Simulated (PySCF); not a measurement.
Molecule: `InChI=1S/C2H4O2/c1-2(3)4/h1H3,(H,3,4)/p-1`.

Bonds (- single, = double, # triple, : aromatic): C1-C2, C2=O3, C2-O4. C1 carries H5, H6, H7. Formal charges: O4 -1.

Total charge -1.

Frames of a GFN2-xTB Langevin trajectory at 300 K; GIAO PBE0/pcSseg-1 shieldings in PySCF 2.14.0 with density-fitted response routines, gas phase, non-relativistic; equivalent atoms averaged within each frame.

Referencing at the same level of theory: ¹³C (186.93 ppm) and ¹H (31.72 ppm) vs TMS; ¹⁷O (336.08 ppm) against H2O. The references are static minima.

Problem. How do the shifts (ppm) fluctuate along the trajectory?

Solution. 
```tsv
time (fs)	C2	C1	O3/O4	H5/H6/H7
optimised geometry	168.5	28.3	350.8	1.18
250	173.4	32.1	364.4	1.68
425	173.3	29.9	366.2	1.51
625	167.8	29.6	356.1	1.55
800	168.1	29.8	350.7	1.46
1000	173.8	26.5	367.8	1.36
mean of frames	171.3	29.6	361.0	1.51
standard deviation	3.1	2.0	7.3	0.12
```

5 frames give an uncertainty of the mean of about the standard deviation over 2.2 at best, since frames this close in time may not be independent; classical motion lacks zero-point vibration, and the reference would need the same averaging.
